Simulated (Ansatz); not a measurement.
**Si: a jump of Mg**

The calculation used DFT PBE, scalar-relativistic, plane waves, PAW (Ansatz 0.2.0). Settings: 420 eV cutoff, 2×2×2 k-mesh, shifted by half a step, Gaussian smearing of 0.02 eV, no spin polarisation.

Host crystal, relaxed:

```
Si
1.0
     3.85128    0.00000    0.00000
    -1.92564    3.33531    0.00000
     0.00000    0.00000    6.36502
Si
4
Direct
  0.33333 0.66667 0.06293
  0.66667 0.33333 0.56293
  0.33333 0.66667 0.43707
  0.66667 0.33333 0.93707
```

In a supercell of 32 host sites with charge +2, interstitial Mg hops to an equivalent place, moving 3.18 Å between the relaxed ends. Climbing-image nudged elastic band at fixed cell with images 0 (start) to 6 (end), the path measured over all atoms, converged to 0.05 eV/Å; the order of the saddle wasn't checked, and the small cell leaves errors of about a tenth of an eV.

Supercell rows in host cell vectors: -1 -2 1; 1 2 1; -2 0 -1. Mg was set at (0.000, 0.000, 0.250) of the host cell.

At the relaxed start Mg has 2 Si at 2.62 Å, 4 Si at 2.63 Å.

(1) How high is the barrier, and where does the atom pass?

## Answers

(1) 1.49 eV at image 3, where Mg has 4 Si at 2.45 Å, 2 Si at 2.46 Å.

Cost: 1 run of about 14 core-minutes, on Arm Neoverse V1 (shared hosts).